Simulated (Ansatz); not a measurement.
## The Na–I system

The calculation used DFT PBE, scalar-relativistic, plane waves, PAW in Ansatz. All cells share a 420 eV cutoff and Γ-centred k meshes spaced at most about 0.3 Å⁻¹ (about 0.25 or finer for metals, 2π included). No spin polarisation.

Formation energies are uncorrected and refer to the elements' standard structures at the same level.

Temperature and zero-point effects are left out. Weakly bound directions are ill-defined at this level, which has no dispersion term (NaI3 I4/mmm). These runs have no spin–orbit coupling, which can matter for I. Kohn–Sham gaps at this level usually fall short of measured ones. The missing spin–orbit coupling can work the other way here. In NaI2 Fm-3m an odd number of electrons in the primitive cell allows no gap without spin; a larger cell or a magnetic state could open one. The reference form of I is held partly by dispersion forces, which this level lacks.

Database cells and invented structures were relaxed alike (other known phases may be missing); the table has the lowest at each composition. The lowest database cell of Na (-0.001) lies slightly below the reference, and the hull starts from that value.

```tsv
phase	lowest structure	reached from	V (Å³/atom)	ΔE_f (eV/atom)	above hull (eV/atom)	gap on mesh (eV)
Na4I	Pm-3m (No. 221)	random cell	44.7	-0.061	0.452	0.00
Na3I	I4/mmm (No. 139)	TiAl3 (D0_22) type (I4/mmm)	38.3	-0.444	0.196	0.00
Na2I	P4_2/m (No. 84)	a relaxed cell, shaken at random and relaxed again	46.3	-0.717	0.138	0.00
Na3I2	R-3c (No. 167)	anti-corundum type (R-3c)	43.4	-0.832	0.192	0.00
NaI	Fm-3m (No. 225)	a cell as deposited in COD	34.8	-1.280	0.000	3.58
NaI2	Fm-3m (No. 225)	ordered vacancies on the cation sites of caesium chloride	38.9	-0.615	0.238	0.00
NaI3	I4/mmm (No. 139)	TiAl3 (D0_22) type (I4/mmm)	46.4	-0.525	0.115	0.00
```

On the hull of the phases computed: NaI.

NaI3 in this cell would release 115 meV/atom by parting into 50.0 % I + 50.0 % NaI (shares of atoms). Na2I in this cell would release 138 meV/atom by parting into 33.3 % Na + 66.7 % NaI (shares of atoms). Na3I2 in this cell would release 192 meV/atom by parting into 20.0 % Na + 80.0 % NaI (shares of atoms). Some candidate types were left out of the draw beforehand, so a known form may be missing.
